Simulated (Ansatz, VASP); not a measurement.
**Cu in VASP and in Ansatz**

The input INCAR:

```
ALGO = Normal
EDIFF = 1E-6
ENCUT = 520
GGA = PS
ISIF = 2
ISMEAR = -1
LASPH = True
LCHARG = True
LELF = True
LREAL = False
LVHAR = True
LWAVE = False
NBANDS = 12
NELM = 80
PREC = Accurate
SIGMA = 0.1
```

Contents of KPOINTS:

```
k-points
0
Gamma
  18 18 18
```

Contents of POSCAR:

```
Cu
1.0
    0.0000000000      1.7075714631      1.7075714631
    1.7075714631      0.0000000000      1.7075714631
    1.7075714631      1.7075714631      0.0000000000
Cu
1
Direct
    0.0000000000      0.0000000000      0.0000000000
```

Input for Ansatz:

```yaml
crystal:
  lattice:
    - [0.0, 1.7075714631, 1.7075714631]
    - [1.7075714631, 0.0, 1.7075714631]
    - [1.7075714631, 1.7075714631, 0.0]
  atoms:
    - { symbol: Cu, position: [0.0, 0.0, 0.0] }
kpoints:
  mp_grid: { grid: [18, 18, 18] }
scf:
  occupations: { method: fermi_dirac, width: 0.1 }
hamiltonian:
  xc: pbesol
  pseudopotentials: { kind: paw }
output:
  forces: true
  stress: true
  eigenvalues: true
  populations: true
```

Change from the starting cell: volume scaled by 0.88, PAW files.

Alike in both runs: task single point; functional PBEsol; k mesh 18 × 18 × 18; occupations fermi-dirac, width 0.1 eV; no spin polarisation.

```csv
,VASP,Ansatz
version,VASP 6.6.1,Ansatz 0.2.0
potentials or method,"VASP PAW PBE potentials, release 64 (Cu)","PAW with Ansatz's default frozen-core files, scalar-relativistic"
plane-wave cutoff (eV),520,420
valence electrons in the cell,11,19
```

|  | VASP | Ansatz | Ansatz less VASP |
| --- | --- | --- | --- |
| pressure (GPa) | 30.3 | 29.5 | -0.74 |

The functional is the same, so the differences come from potentials, cutoffs and numerics. The two sets of potentials don't hold the same shells in valence.

Caveats: so large a pressure means that the cell lies far from this level's equilibrium, or that cutoff or potentials fall short (VASP); the potentials were made for another functional, which shifts forces and pressure (VASP).
